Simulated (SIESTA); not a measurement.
## Sb under changes of volume

One of the cells (32.896 Å³/atom); the others are scaled copies at fixed shape and fractional positions:

```
CELL_PARAMETERS angstrom
-4.03001 4.03001 2.02549
4.03001 -4.03001 2.02549
4.03001 4.03001 -2.02549
ATOMIC_POSITIONS crystal
Sb 0.65126 0.15126 0.80253
Sb 0.15126 0.34874 0.50000
Sb 0.34874 0.84874 0.19747
Sb 0.84874 0.65126 0.50000
```

This isn't the form of Sb at room conditions, which is rhombohedral.

```yaml
Program: SIESTA 5.4.2
Functional: LDA
Potentials_or_basis: PseudoDojo 0.4 standard (LDA files)
Basis: DZP (energy shift 0.003 Ry; two zetas on semicore shells)
Grid_cutoff: 500 Ry
Energy_shift: 0.003 Ry
k_mesh: 7 × 7 × 7
Occupations: fermi-dirac, width 0.05 eV
Spin: no spin polarisation
```

| volume (Å³/atom) | energy over the lowest point (meV/atom) | pressure (GPa) | largest force (eV/Å) |
| --- | --- | --- | --- |
| 30.922 | 17.34 | 3.4 | 0.190 |
| 31.580 | 6.31 | 2.0 | 0.142 |
| 32.238 | ? | ? | ? |
| 32.896 | 0.00 | -0.3 | 0.057 |
| 33.554 | 3.72 | -1.4 | 0.020 |
| 34.212 | 11.39 | -2.3 | 0.014 |
| 34.870 | 22.59 | -3.1 | 0.047 |

Problem. What does the run at 32.238 Å³/atom give?

Solution. Energy over the lowest point 0.71 meV/atom; pressure 0.8 GPa; largest force 0.099 eV/Å.

Worked out: A Birch-Murnaghan fit of order 3 (a polynomial in V^(-2/3)) to the other rows has its minimum at 32.66 Å³/atom with B0 = V·E''(V) = 55 GPa and B' = 4.3 at fixed shape and positions, which overstates the stiffness. It gives 0.71 meV/atom at 32.238 Å³/atom, against the run's 0.71, and -dE/dV = 0.7 GPa, against 0.8.

Energies are extrapolated to zero smearing.

Caveats: the basis of atomic orbitals isn't converged, which shifts pressures, moduli and gaps.
